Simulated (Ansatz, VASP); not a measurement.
# Cross-check of BaTiO3 between VASP and Ansatz

Aim: how closely do two programs agree when they are given the same cell, functional and k mesh? The structure shown is the end of the Ansatz relaxation below.

Main program and level: Ansatz 0.2.0; plane waves, with VASP 6.6.1 beside it; single point at PBEsol.

### Step 1. Starting point

It takes space group P4mm (No. 99, tetragonal). Conventional cell: a = 3.956 Å, b = 3.956 Å, c = 4.044 Å, α = 90.00°, β = 90.00°, γ = 90.00°. Ba has 12 O at 2.77 to 2.88 Å nearest. Nearest to Ti lie 6 O at 1.84 to 2.20 Å. O has 2 Ti at 1.84 to 2.20 Å and 4 Ba at 2.80 Å nearest. Nearest to O lie 2 Ti at 1.98 Å and 4 Ba at 2.77 to 2.88 Å. Farther neighbours and most contacts between anions are not listed.

### Step 2. Ansatz: relaxation, PBEsol

Ansatz runs on its PAW soft_1 files.

This run makes the geometry at which the two programs are then compared.

input.yaml

```yaml
crystal:
  lattice:
    - [3.955665, 0.0, 0.0]
    - [0.0, 3.955665, 0.0]
    - [0.0, 0.0, 4.044163]
  atoms:
    - { symbol: Ba, position: [0.0, 0.0, 0.0059372] }
    - { symbol: Ti, position: [0.5, 0.5, 0.5211202] }
    - { symbol: O, position: [0.5, 0.5, 0.9762064] }
    - { symbol: O, position: [0.5, 0.0, 0.4868681] }
    - { symbol: O, position: [0.0, 0.5, 0.4868681] }
kpoints:
  mp_grid: { grid: [7, 7, 7] }
scf:
  occupations: { method: fermi_dirac, width: 0.02 }
hamiltonian:
  xc: pbesol
  pseudopotentials: { kind: paw, azcp: { folder: soft_1 }, xc_functional: pbe }
basis:
  ecutwfc: 600
output:
  forces: true
  stress: true
relax:
  f_tol: 0.005
  max_steps: 70
  cell: { stress_tol: 0.02, p_target: 0, fix: [a, b, alpha, beta, gamma] }
```

The run is started by

```console
$ ansatz run input.yaml --threads 4 --pin off --max-ram 10240MiB --backend cpu --events-out ev --progress --plain --runs-dir out
```

Numbers of over 12 decimals in the logs are rounded to 6 here.

Log:

```text
Engine: ansatz 0.2.0, aarch64-unknown-linux-gnu
Pseudopotentials: kind: paw
Pseudopotential: Ba, paw, valence charge 10, recommended cutoff 420 eV (normal), soft_1/Ba.paw.azcp
Pseudopotential: Ti, paw, valence charge 12, recommended cutoff 420 eV (normal), soft_1/Ti.paw.azcp
Pseudopotential: O, paw, valence charge 6, recommended cutoff 420 eV (normal), soft_1/O.paw.azcp
Functional definition: PBEsol
  exchange = pbesol_x
  correlation = pbesol_c
Crystal: 5 atoms, lattice volume = 63.280 Å³
Basis set: ecut = 600 eV, 2113 PW (Γ), exchange–correlation on 64×64×72 points (8 copies of the dense FFT grid, shifted against one another)
Bands: 25, of which v1, the nominal top of the filled ones, is band 20 counted from 1 (19 counted from 0)
Symmetry: 8 space group operations
Space group: P4mm (ITA 99), of the structure as read, at distance tolerance 4.0e-5 Å
k-points: 40 of 343 (time reversal used)
Non-local potential: Ba, projectors of the file, l = 0: 3, l = 1: 2, l = 2: 2, l = 3: 2
Non-local potential: Ti, projectors of the file, l = 0: 3, l = 1: 2, l = 2: 3, l = 3: 1
Non-local potential: O, projectors of the file, l = 0: 2, l = 1: 2, l = 2: 1
PAW form: soft (Blöchl's): semilocal exchange-correlation on the pseudo side does not see the compensation charge
PAW frozen core: Ba, regenerated for the run's functional, and the local potential with it (the file was generated under x = pbe(κ = 0.804, μ = 0.219515), c = pbe(β = 0.066725))
PAW frozen core: Ti, regenerated for the run's functional, and the local potential with it (the file was generated under x = pbe(κ = 0.804, μ = 0.219515), c = pbe(β = 0.066725))
PAW frozen core: O, regenerated for the run's functional, and the local potential with it (the file was generated under x = pbe(κ = 0.804, μ = 0.219515), c = pbe(β = 0.066725))
PAW one-centre angular grid: Ba, 194 points (default); XC on 64 Gauss nodes
PAW one-centre angular grid: Ti, 590 points (default); XC on 64 Gauss nodes
PAW one-centre angular grid: O, 110 points (default); XC on 64 Gauss nodes
Initial density: superposition of atomic densities (chi_scale 0.1, normalization cell, long waves kept (reshape's long-wave potential 0.00 eV rms))
Initial wavefunctions: pseudopotential atomic-orbital guess
Functional: x = pbesol(κ = 0.804, μ = 0.123457), c = pbesol(β = 0.046)
SCF iter   1: F=—  HF=-10028.079117 eV  |F-HF|=—  |Δ(HF+E_count)|=         —  Δρ=5.58e-2  dr2=1.99e0  ethr=3.10e-3  ⟨swp⟩=8.0  Hψ=5163  notcnv=0
preconditioner: auto → Resta (q_TF=auto, 2.527 Å⁻¹)  ε∞=5.8  [insulator: Δε(μ)=2.267 eV  Ē_g=11.626 eV  σ=0.020 eV  W_gap=1.00  n_scr=18 (ndim 8)  ℏωp=25.6 eV  f_vac=0.000  D(μ)=0.00/eV (n_scr^D=0)  ε∞_Penn≈5.8]
SCF iter   2: F=—  HF=-10027.753975 eV  |F-HF|=—  |Δ(HF+E_count)|=   3.25e-1  Δρ=2.59e-2  dr2=6.19e-1  ethr=3.10e-3  ⟨swp⟩=2.2  Hψ=1824  notcnv=0  defer=40
SCF iter   3: F=—  HF=-10027.665256 eV  |F-HF|=—  |Δ(HF+E_count)|=   8.87e-2  Δρ=7.85e-3  dr2=5.92e-2  ethr=1.55e-3  ⟨swp⟩=2.3  Hψ=1734  notcnv=0  defer=40
SCF iter   4: F=—  HF=-10027.653743 eV  |F-HF|=—  |Δ(HF+E_count)|=   1.15e-2  Δρ=1.82e-3  dr2=1.57e-3  ethr=1.48e-4  ⟨swp⟩=2.4  Hψ=1811  notcnv=0  defer=40
SCF iter   5: F=—  HF=-10027.654206 eV  |F-HF|=—  |Δ(HF+E_count)|=   4.62e-4  Δρ=3.40e-4  dr2=6.25e-5  ethr=3.92e-6  ⟨swp⟩=2.9  Hψ=1911  notcnv=0  defer=40
SCF iter   6: F=—  HF=-10027.654261 eV  |F-HF|=—  |Δ(HF+E_count)|=   5.48e-5  Δρ=6.50e-5  dr2=2.46e-6  ethr=1.56e-7  ⟨swp⟩=2.4  Hψ=1713  notcnv=0  defer=40
SCF iter   7: F=-10027.654261 eV  HF=-10027.654261 eV  |F-HF|=9.87e-9  |Δ(HF+E_count)|=   4.89e-7  Δρ=1.10e-5  dr2=5.96e-8  ethr=2.50e-10  ⟨swp⟩=3.3  Hψ=4229  notcnv=0
SCF 1 converged in 7 iterations: F = -10027.654261 eV  dr2 = 5.96e-8
  greatest PAW one-centre occupation: 0.998 electrons in one spin orbital (limit 2), on the Ti atom at site 1 (counted from 0), in its partial waves of l = 0
relax step   1: F+E_penalty+E_count = -10027.65426102 eV  Δ(F+E_penalty+E_count) = +0.000e0 eV  max|allowed force component| = 1.147e-3 eV/Å  Δτ_max = 0.0000 Å  P = -0.009 GPa  Ω = 63.280 Å³  fix = [a, b, alpha, beta, gamma]  reactions: a -0.009, b -0.009 GPa  (7 SCF iters, dr2 threshold 1.00e-7 eV, accepted)
Initial density: handed on by an earlier stage of this run
Initial wavefunctions: pseudopotential atomic-orbital guess (no wavefunctions were taken with the density)
iter 1 solved again at ethr=2.30e-8 eV; its pass at ethr=3.10e-3 eV (dr2=9.19e-6 eV) is discarded
SCF iter   1: F=—  HF=-10027.654212 eV  |F-HF|=—  |Δ(HF+E_count)|=         —  Δρ=1.16e-5  dr2=6.82e-8  ethr=2.30e-8  ⟨swp⟩=3.6  Hψ=7520  notcnv=0
preconditioner: auto → Resta (q_TF=auto, 2.527 Å⁻¹)  ε∞=5.7  [insulator: Δε(μ)=1.957 eV  Ē_g=12.120 eV  σ=0.020 eV  W_gap=1.00  n_scr=18 (ndim 8)  ℏωp=26.4 eV  f_vac=0.000  D(μ)=0.00/eV (n_scr^D=0)  ε∞_Penn≈5.7]
SCF iter   2: F=—  HF=-10027.654261 eV  |F-HF|=—  |Δ(HF+E_count)|=   4.92e-5  Δρ=5.98e-6  dr2=2.00e-8  ethr=1.70e-10  ⟨swp⟩=2.0  Hψ=1800  notcnv=0
SCF iter   3: F=—  HF=-10027.654261 eV  |F-HF|=—  |Δ(HF+E_count)|=   1.21e-8  Δρ=2.41e-6  dr2=3.75e-9  ethr=5.01e-11  ⟨swp⟩=2.8  Hψ=1650  notcnv=0
SCF iter   4: F=—  HF=-10027.654261 eV  |F-HF|=—  |Δ(HF+E_count)|=   1.11e-9  Δρ=8.80e-7  dr2=2.32e-10  ethr=9.38e-12  ⟨swp⟩=2.2  Hψ=1454  notcnv=0
SCF iter   5: F=—  HF=-10027.654261 eV  |F-HF|=—  |Δ(HF+E_count)|=  1.09e-10  Δρ=1.32e-7  dr2=8.76e-12  ethr=1.00e-12  ⟨swp⟩=1.2  Hψ=1048  notcnv=0
SCF iter   6: F=-10027.654261 eV  HF=-10027.654261 eV  |F-HF|=3.64e-12  |Δ(HF+E_count)|=    0.00e0  Δρ=6.34e-8  dr2=1.58e-12  ethr=1.00e-12  ⟨swp⟩=5.0  Hψ=4130  notcnv=0
SCF 2 converged in 6 iterations: F = -10027.654261 eV  dr2 = 1.58e-12
relax step   2: F+E_penalty+E_count = -10027.65426103 eV  Δ(F+E_penalty+E_count) = -1.698e-8 eV  max|allowed force component| = 1.109e-3 eV/Å  Δτ_max = 0.0000 Å  P = -0.010 GPa  Ω = 63.280 Å³  fix = [a, b, alpha, beta, gamma]  reactions: a -0.009, b -0.009 GPa  stress off target by 1.05e-2 GPa on what of the cell is left free  SCF on the basis re-selected at this cell (its energy is not comparable with the rows above)  (6 SCF iters)
basis re-selected at this cell: Δ(F+E_penalty+E_count) = -1.698e-8 eV, ΔP = -0.000 GPa vs the last step (what re-selecting the basis moved, of the pressure what is left beyond the Pulay correction that the steps carried, after the strain that the cell walked since its last selection, with what the two solves' SCF thresholds leave and, on support functions, any second-order correction that the steps lacked; it is no m [...]
SCF converged after 6 iterations
Free energy (F): -10027.654261 eV
Harris-Foulkes:  -10027.654261 eV  (|F-HF|=3.64e-12)
Internal energy: -10027.654261 eV  (E = F + TS)
E sigma→0 (E₀):  -10027.654261 eV
Fermi energy:    11.316321 eV
--- Per-component energies (eV) ---
  E_band       = -136.978630
  E_kinetic    = 945.690783
  E_local      = -2168.132244  (includes V_loc(G=0)·N_el)
  E_nonlocal   = 311.380127
  E_hartree    = 833.057306
  E_xc         = -527.547457
  E_vxc        = -550.234504  (∫ρ·V_xc dr)
  E_paw        = -6595.515611  (= ΣΔE_a)
  E_vpaw       = -341.797954  (= ΣTr[D̂ρ^β])
  E_aug_tail   = 0.000552  (compensation charges beyond the density's cutoff)
  E_ewald      = -2826.984402
  E_core_change = 0.396686  (= ΣΔE_core)
  E_smearing   = -0.000000  (= −TS)
  E_closure    = 0.000000  (closes the sum)
  Σ components = -10027.654261   (vs F -10027.654261, Δ=0.00e0)
--- Forces (eV/Å), atoms counted from 1 ---
  atom   1  Ba     0.00000000    -0.00000000    -0.00058680
  atom   2  Ti    -0.00000000    -0.00000000     0.00110865
  atom   3  O     -0.00000000    -0.00000000    -0.00003927
  atom   4  O      0.00000000     0.00000000    -0.00024119
  atom   5  O     -0.00000000     0.00000000    -0.00024119
  max |Σ_I F_I| component: 1.93e-7 eV/Å
--- Stress (GPa, compression-positive) ---
       -0.009087       0.000000       0.000000
        0.000000      -0.009087       0.000000
        0.000000       0.000000      -0.010530
  P = ⅓ Tr σ = -0.0096 GPa (-0.096 kbar)
--- Relaxed structure (1 steps of the walk, 1 accepted, 1 SCFs on fresh bases) ---
  F+E_penalty+E_count = -10027.65426103 eV   max|allowed force component| = 1.109e-3 eV/Å   (the final SCF, on the basis selected at the relaxed cell)
  cell:  # Å, volume = 63.2802 Å³
    - [3.955665, 0.0, 0.0]
    - [0.0, 3.955665, 0.0]
    - [0.0, 0.0, 4.044163]
  atoms:
    - { symbol: Ba, position: [0.0, 0.0, 0.0059372] }
    - { symbol: Ti, position: [0.500000, 0.500000, 0.5211202] }
    - { symbol: O, position: [0.500000, 0.500000, 0.9762064] }
    - { symbol: O, position: [0.500000, 0.0, 0.486868] }
    - { symbol: O, position: [0.0, 0.500000, 0.486868] }
```

In the SCF lines HF is the Harris–Foulkes energy and dr2 the Hartree energy of the density residual, in eV; the loop may stop once dr2 is under the threshold and the program's other checks hold. Hψ counts applications of the Hamiltonian.

### Step 3. VASP: single point, PBEsol, pair 1

The same cell, functional, mesh and smearing now go to VASP, with its own data sets.

Lines of VASP's logs that name or quote its potential files are left out, and so is its time.

INCAR

```
SYSTEM = BaTiO3
PREC = Accurate
ENCUT = 600
EDIFF = 1E-06
NELM = 120
ISMEAR = -1
SIGMA = 0.02
LREAL = .FALSE.
ALGO = Normal
GGA = PS
NBANDS = 26
LASPH = .TRUE.
LORBIT = 11
LWAVE = .FALSE.
LCHARG = .FALSE.
ISIF = 2
GGA_COMPAT = .FALSE.
EFERMI = MIDGAP
KPAR = 2
```

POSCAR

```
BaTiO3
1.0
    3.9556650000      0.0000000000      0.0000000000
    0.0000000000      3.9556650000      0.0000000000
    0.0000000000      0.0000000000      4.0441630000
Ba Ti O
1 1 3
Direct
    0.0000000000      0.0000000000      0.0059372000
    0.5000000000      0.5000000000      0.5211202000
    0.5000000000      0.5000000000      0.9762064000
    0.5000000000      0.0000000000      0.4868681000
    0.0000000000      0.5000000000      0.4868681000
```

KPOINTS

```
Automatic mesh
0
Gamma
7 7 7
0 0 0
```

Potentials, in the order of the species: Ba_sv, Ti_sv and O (PBE family, release 64).

The run is started by

```console
$ mpirun -np 2 vasp_std
```

Log:

```text
[banner, memory and clock lines left out]
running    2 mpi-ranks, on    1 nodes
 distrk:  each k-point on    1 cores,    2 groups
 distr:  one band on    1 cores,    1 groups

 POSCAR found type information on POSCAR BaTiO
 POSCAR found :  3 types and       5 ions
|                                                                             |
|               ----> ADVICE to this user running VASP <----                  |
|                                                                             |
|     You enforced a specific xc type in the INCAR file but a different       |
|     [... a line on the potential file left out ...]
|     I HOPE YOU KNOW WHAT YOU ARE DOING!                                     |
|                                                                             |

 LDA part: xc-table for (Slater+PW92), standard interpolation
 POSCAR, INCAR and KPOINTS ok, starting setup
 FFT: planning ... GRIDC
 FFT: planning ... GRID_SOFT
 FFT: planning ... GRID
 WAVECAR not read
 entering main loop
       N       E                     dE             d eps       ncg     rms          rms(c)
DAV:   1     0.481112672205E+03    0.48111E+03   -0.22889E+04  2080   0.186E+03
DAV:   2     0.241390083456E+01   -0.47870E+03   -0.46170E+03  2400   0.487E+02
DAV:   3    -0.495179590492E+02   -0.51932E+02   -0.51149E+02  2920   0.151E+02
DAV:   4    -0.519707278620E+02   -0.24528E+01   -0.24488E+01  3074   0.298E+01
DAV:   5    -0.520430749466E+02   -0.72347E-01   -0.72328E-01  2888   0.391E+00    0.235E+01
DAV:   6    -0.421821210900E+02    0.98610E+01   -0.59588E+01  3126   0.721E+01    0.100E+01
DAV:   7    -0.421500447663E+02    0.32076E-01   -0.10046E+01  2768   0.232E+01    0.695E+00
DAV:   8    -0.419977473494E+02    0.15230E+00   -0.11069E+00  2630   0.101E+01    0.248E+00
DAV:   9    -0.420144033543E+02   -0.16656E-01   -0.22115E-01  2692   0.303E+00    0.105E+00
DAV:  10    -0.420069819376E+02    0.74214E-02   -0.92792E-02  2760   0.247E+00    0.616E-01
DAV:  11    -0.420028824747E+02    0.40995E-02   -0.15604E-02  3078   0.105E+00    0.838E-02
DAV:  12    -0.420027752271E+02    0.10725E-03   -0.14608E-03  2352   0.273E-01    0.411E-02
DAV:  13    -0.420027571188E+02    0.18108E-04   -0.38454E-04  2798   0.204E-01    0.423E-02
DAV:  14    -0.420027393588E+02    0.17760E-04   -0.78087E-05  2740   0.632E-02    0.174E-02
DAV:  15    -0.420027355895E+02    0.37692E-05   -0.20060E-05  2924   0.342E-02    0.545E-03
DAV:  16    -0.420027354244E+02    0.16517E-06   -0.91207E-07  1368   0.784E-03
   1 F= -.42002735E+02 E0= -.42002735E+02  d E =-.209419E-22
```

OUTCAR, selected parts (step 3):

```text
ion  position               nearest neighbor table
   1  0.000  0.000  0.006-   4 2.77   5 2.77   5 2.77   4 2.77   3 2.80   3 2.80   3 2.80   3 2.80
                             4 2.88   5 2.88   4 2.88   5 2.88   2 3.42   2 3.42   2 3.42   2 3.42
   2  0.500  0.500  0.521-   3 1.84   4 1.98   5 1.98   4 1.98   5 1.98   3 2.20   1 3.42   1 3.42
                             1 3.42   1 3.42   1 3.49   1 3.49   1 3.49   1 3.49
   3  0.500  0.500  0.976-   2 1.84   2 2.20   1 2.80   1 2.80   1 2.80   1 2.80
   4  0.500  0.000  0.487-   2 1.98   2 1.98   1 2.77   1 2.77   1 2.88   1 2.88
   5  0.000  0.500  0.487-   2 1.98   2 1.98   1 2.77   1 2.77   1 2.88   1 2.88

  LATTYP: Found a simple tetragonal cell.
 ALAT       =     3.9556650000
 C/A-ratio  =     1.0223724709

 Subroutine GETGRP returns: Found  8 space group operations
 (whereof  8 operations were pure point group operations)

The static configuration has the point symmetry C_4v.

 Found     40 irreducible k-points:

   k-points           NKPTS =     40   k-points in BZ     NKDIM =     40   number of bands    NBANDS=     26

   dimension x,y,z NGX =    32 NGY =   32 NGZ =   32
   dimension x,y,z NGXF=    64 NGYF=   64 NGZF=   64

   ENCUT  =  600.0 eV  44.10 Ry    6.64 a.u.   7.90  7.90  8.08*2*pi/ulx,y,z

   NELECT =      40.0000    total number of electrons

 k-points in reciprocal lattice and weights: Automatic mesh
   0.00000000  0.00000000  0.00000000       0.003
   0.14285714  0.00000000  0.00000000       0.012
   0.28571429  0.00000000  0.00000000       0.012
   0.42857143  0.00000000  0.00000000       0.012
   0.14285714  0.14285714  0.00000000       0.012
   0.28571429  0.14285714  0.00000000       0.023
   0.42857143  0.14285714  0.00000000       0.023
   0.28571429  0.28571429  0.00000000       0.012
   0.42857143  0.28571429  0.00000000       0.023
[...]
0.42857143  0.28571429  0.42857143       0.047
   0.42857143  0.42857143  0.42857143       0.023

 average (electrostatic) potential at core
       1 -32.6260       2 -76.4454       3 -69.7306       4 -69.5503       5 -69.5503

 E-fermi :   4.7259

 k-point     1 :       0.0000    0.0000    0.0000
  band No.  band energies     occupation
    ...
     16       2.4352      2.00000
     17       2.6197      2.00000
     18       3.3928      2.00000
     19       3.4854      2.00000
     20       3.4854      2.00000
     21       5.6741      0.00000
     22       6.0590      0.00000
     23       6.0590      0.00000
     24       8.1030      0.00000
     25       8.2067      0.00000
    ...

 k-point     2 :       0.1429    0.0000    0.0000
  band No.  band energies     occupation
    ...
     16       2.2539      2.00000
     17       2.4988      2.00000
     18       3.0228      2.00000
     19       3.2770      2.00000
     20       3.4031      2.00000
     21       6.0386      0.00000
     22       6.1404      0.00000
     23       6.2448      0.00000
     24       8.1801      0.00000
     25       8.6650      0.00000
    ...

 k-point     3 :       0.2857    0.0000    0.0000
  band No.  band energies     occupation
    ...
     16       2.0082      2.00000
     17       2.1523      2.00000
     18       2.4356      2.00000
     19       2.9424      2.00000
     20       3.0985      2.00000
     21       6.1275      0.00000
     22       6.8837      0.00000
     23       6.8933      0.00000
     24       8.1746      0.00000
     25       9.4430      0.00000
    ...

  Total        0.6999750      0.6999750      0.7138871      0.0000000      0.0000000      0.0000000
  in kB       17.7225183     17.7225183     18.0747558      0.0000000      0.0000000      0.0000000
  external PRESSURE =      17.8399308 kB  Pullay stress =       0.0000000 kB

  energy-cutoff  :      600.00
  volume of cell :       63.28
      direct lattice vectors                 reciprocal lattice vectors
     3.955665000  0.000000000  0.000000000     0.252801994  0.000000000  0.000000000
     0.000000000  3.955665000  0.000000000     0.000000000  0.252801994  0.000000000
     0.000000000  0.000000000  4.044163000     0.000000000  0.000000000  0.247269954

 POSITION                                       TOTAL-FORCE (eV/Angst)
 -----------------------------------------------------------------------------------
      0.00000      0.00000      0.02401         0.000000      0.000000     -0.034939
      1.97783      1.97783      2.10750         0.000000      0.000000     -0.048433
      1.97783      1.97783      3.94794         0.000000     -0.000000      0.046704
      1.97783      0.00000      1.96897         0.000000      0.000000      0.018334
      0.00000      1.97783      1.96897         0.000000      0.000000      0.018334
 -----------------------------------------------------------------------------------
    total drift:                                0.000000     -0.000000     -0.000902

  FREE ENERGIE OF THE ION-ELECTRON SYSTEM (eV)
  ---------------------------------------------------
  free  energy   TOTEN  =       -42.0027354244 eV

  energy  without entropy=      -42.0027354244  energy(sigma->0) =      -42.00273542

 total charge
# of ion       s       p       d       tot
------------------------------------------
    1        2.004   5.636   0.347   7.988
    2        2.225   6.290   1.780  10.295
    3        1.560   3.457   0.000   5.017
    4        1.556   3.460   0.000   5.015
    5        1.556   3.460   0.000   5.015
--------------------------------------------------
tot          8.901  22.302   2.127  33.330

[... 3 further parts left out ...]
```

Harder data sets than Ba_sv exist (the GW ones), and pressures, volumes and forces can shift noticeably with them.

### Step 4. Side by side

Known differences besides the potentials themselves: Ansatz makes its cores anew for this functional, VASP keeps those of its PBE data sets; Ansatz's pressure holds a Pulay correction, VASP's none. Total energies have different zeros and are not compared.

Compared:

| quantity | Ansatz | VASP | difference |
| --- | --- | --- | --- |
| pressure (GPa) | -0.01 | 1.78 | -1.79 |
| gap on the k mesh (eV) | 1.957 | 1.896 | +0.061 |

Forces (eV/Å; atoms numbered as in POSCAR):

| atom | Ansatz x, y, z | VASP x, y, z |
| --- | --- | --- |
| Ba1 | 0.000, 0.000, -0.001 | 0.000, 0.000, -0.035 |
| Ti2 | 0.000, 0.000, 0.001 | 0.000, 0.000, -0.048 |
| O3 | 0.000, 0.000, 0.000 | 0.000, 0.000, 0.047 |
| O4 | 0.000, 0.000, 0.000 | 0.000, 0.000, 0.018 |
| O5 | 0.000, 0.000, 0.000 | 0.000, 0.000, 0.018 |

The forces differ by 21 meV/Å r.m.s., where the r.m.s. force is 0.000 eV/Å in Ansatz and 0.021 eV/Å in VASP: the atoms lie near their places of rest in Ansatz, so a percentage would say little (all taken over all components). A gap on the mesh is an upper bound, since the band edges may lie between its points.

[end of part 1 of 2]

[Lines on the potential files, build, host, timing and source positions are cut from VASP's logs without a mark.]

[Logs are printed without paths, hosts, clocks, repeated set-up lines and the standing remarks that a program may print on its own settings, such as how far it seeks lower states.]

[Hosts, paths, dates, database ids (printed as entryN), source tags and the programs' standing remarks are cut or masked in the printed files.]
